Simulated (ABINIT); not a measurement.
LuH2: band structure with LDA-PZ

LuH2:

```
Lu H
1.0
     0.00000    2.51650    2.51650
     2.51650    0.00000    2.51650
     2.51650    2.51650    0.00000
Lu H
1 2
Cartesian
  0.0000 0.0000 0.0000
  3.7748 3.7748 3.7748
  1.2583 1.2583 1.2583
```

```yaml
Program: ABINIT 10.8.3 (patched build)
Task: band structure
Functional: LDA-PZ
Potentials_or_basis: JTH PAW LDA v2.0
Cutoff: 816 eV
k_mesh: 9 × 9 × 9
Occupations: fermi-dirac, width 0.05 eV
Spin: no spin polarisation
Fine-grid_cutoff: 1414.99 eV
```

The pressure is -6.4 GPa. The band gap on the k mesh is none (metal or under the smearing width). The valence electrons inside the program's atomic spheres are Lu 22.77; H 0.45.

Levels at the corners of the path, in eV from the Fermi level:
```csv
point,band 10,band 11,band 12,band 13,band 14,band 15,band 16,band 17
Γ,-4.83,-4.83,-4.83,0.03,1.33,1.33,1.33,4.14
X,-4.87,-4.85,-4.85,-3.93,-2.31,5.86,5.94,5.94
W,-4.87,-4.86,-4.46,-4.46,-1.08,1.73,5.95,6.45
K,-4.86,-4.85,-4.75,-4.17,-1.40,3.64,4.04,5.14
Γ,-4.83,-4.83,-4.83,0.03,1.33,1.33,1.33,4.14
L,-4.84,-4.84,-4.83,-3.87,1.41,1.41,5.40,5.66
U,-4.86,-4.85,-4.75,-4.17,-1.40,3.64,4.04,5.14
W,-4.87,-4.86,-4.46,-4.46,-1.08,1.73,5.95,6.45
L,-4.84,-4.84,-4.83,-3.87,1.41,1.41,5.40,5.66
K,-4.86,-4.85,-4.75,-4.17,-1.40,3.64,4.04,5.14
```

It took 5.3 min on 1 thread of Arm Neoverse V1, on a shared host, peak memory 0.2 GiB.

Caveat: spin-orbit coupling is left out, which moves the levels of the heavy elements.
